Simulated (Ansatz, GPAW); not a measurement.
Os: programs and potentials compared

```xyz
1
Lattice="0.0000 1.9450 1.9450 1.9450 0.0000 1.9450 1.9450 1.9450 0.0000" Properties=species:S:1:pos:R:3 pbc="T T T"
Os    0.0000    0.0000    0.0000
```

This isn't the form of Os at room conditions, which is hcp.

Alike in all runs: task single point; functional PBEsol; k mesh 12 × 12 × 12; occupations gaussian, width 0.02 eV; no spin polarisation; no spin-orbit coupling. Pressure is positive in compression and, in plane waves, holds the error of the finite cutoff, which Ansatz's Pulay term estimates and takes out.

```tsv
program and potentials	plane-wave cutoff (eV)	notes	band gap (eV)	pressure (GPa)
Ansatz, Ansatz PAW	420	potentials made for PBE, which Ansatz adapts in part; 16 valence electrons an atom on average	?	?
Ansatz, all-electron LAPW, scalar-relativistic	-	-	no gap	-20.51
GPAW, PAW data sets generated for this functional	600	14 valence electrons an atom on average	no gap	-22.62
```

Estimate from the other rows what the run with Ansatz, Ansatz PAW gave.

No band gap; pressure -20.54 GPa. Its pressure holds a Pulay term of +0.06 GPa. The other rows, which needn't bracket it: pressure -22.62 to -20.51.
